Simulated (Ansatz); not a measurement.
# InP: the cost of one run

Computed with Ansatz 0.2.0 (DFT LDA, scalar-relativistic, plane waves, PAW, unless a step's input says otherwise).

**1. The starting structure**

The structure is cubic, space group Fm-3m (No. 225). The conventional cell has a = 5.500 Å, b = 5.500 Å, c = 5.500 Å, α = 90.00°, β = 90.00°, γ = 90.00°. Around In (site symmetry m-3m) lie 6 P at 2.75 Å. P (site symmetry m-3m) is surrounded by 6 In at 2.75 Å.

Coordinates:

```cif
data_structure
_symmetry_space_group_name_H-M 'P 1'
_symmetry_Int_Tables_number 1
_cell_length_a 3.8891
_cell_length_b 3.8891
_cell_length_c 3.8891
_cell_angle_alpha 60.000
_cell_angle_beta 60.000
_cell_angle_gamma 60.000
_cell_volume 41.59
loop_
_atom_site_label
_atom_site_type_symbol
_atom_site_fract_x
_atom_site_fract_y
_atom_site_fract_z
_atom_site_occupancy
In1 In 0.00000 0.00000 0.00000 1
P1 P 0.50000 0.50000 0.50000 1
```

The cell was made up by rule, so the compound may not exist in this form.

The cell is the ideal cubic rocksalt prototype; whether it is the stable structure of this composition wasn't checked.

**2. Coarse point 1 of the search for the rest volume**

File input.yaml:

```yaml
crystal:
  lattice:
    - [0.0, 2.75, 2.75]
    - [2.75, 0.0, 2.75]
    - [2.75, 2.75, 0.0]
  atoms:
    - { symbol: In, position: [0.0, 0.0, 0.0] }
    - { symbol: P, position: [0.5, 0.5, 0.5] }
basis:
  ecutwfc: 420
kpoints:
  mp_grid: { grid: [6, 6, 6] }
hamiltonian:
  xc: lda
scf:
  occupations: { method: gaussian, width: 0.05 }
output:
  forces: true
  stress: true
  eigenvalues: true
```

On the command line:

```bash
$ ansatz run input.yaml --threads 1 --pin off --max-ram 1228MiB --backend cpu --events-out ev --progress --plain --runs-dir out
```

What time and memory should one allow on 1 thread of an Arm CPU, shared host?

About 1.6 s, with a peak of 0.32 GiB.
